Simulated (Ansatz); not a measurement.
CdI2-type MoS2

Method: PBE, scalar-relativistic; collinear spin; PAW, 420 eV, 12×12×6 k-mesh, Gaussian smearing of 0.05 eV; code Ansatz; PAW files: Ansatz's generated set soft_2.

```cif
data_structure
_symmetry_space_group_name_H-M 'P-3m1'
_symmetry_Int_Tables_number 164
_cell_length_a 3.1934
_cell_length_b 3.1934
_cell_length_c 6.7717
_cell_angle_alpha 90.000
_cell_angle_beta 90.000
_cell_angle_gamma 120.000
_cell_volume 59.80
loop_
_atom_site_label
_atom_site_type_symbol
_atom_site_symmetry_multiplicity
_atom_site_Wyckoff_symbol
_atom_site_fract_x
_atom_site_fract_y
_atom_site_fract_z
_atom_site_occupancy
Mo1 Mo 1 a 0.00000 0.00000 0.00000 1
S1 S 2 d 0.33333 0.66667 0.23384 1
```

This is a trial structure; measured cells of the compound in the Crystallography Open Database are in space groups R3m, R-3m, P63/mmc.

Magnetic state: non-magnetic, site spin moments none.

The cell above was scaled in volume, and shape and atoms were relaxed at each volume within its symmetry. Energies are counted from the cell above.

| V (Å³/atom) | ΔE (meV/atom) | P (GPa) |
| --- | --- | --- |
| 18.84 | 1.5 | 0.58 |
| 19.14 | 0.7 | 0.34 |
| 19.54 | 0.1 | 0.14 |
| 19.93 | 0.0 | 0.01 |
| 20.33 | 0.1 | -0.12 |
| 20.73 | 0.4 | -0.15 |
| 21.33 | ? | ? |
| 21.93 | 1.3 | -0.14 |

**Question.** Fill in the withheld row.

**Answer.** ΔE (meV/atom): 0.8, P (GPa): -0.12.

**Question.** Can a bulk modulus be trusted from these points?

**Answer.** No. The energies are smooth (scatter 0.02 meV/atom), but the pressures don't fall steadily as the cell grows, and the fit's B0′ of 22.1 is out of the usual range: the curve is too flat or too lopsided over this range, as for soft or weakly bound crystals, and a third-order form can't fix it.

The structure is built of weakly bound layers, and this functional has no dispersion term, so their spacing and all that hangs on it (volume, the soft elastic constants, low modes, dielectric constants) are poorly given. The run is a metal.
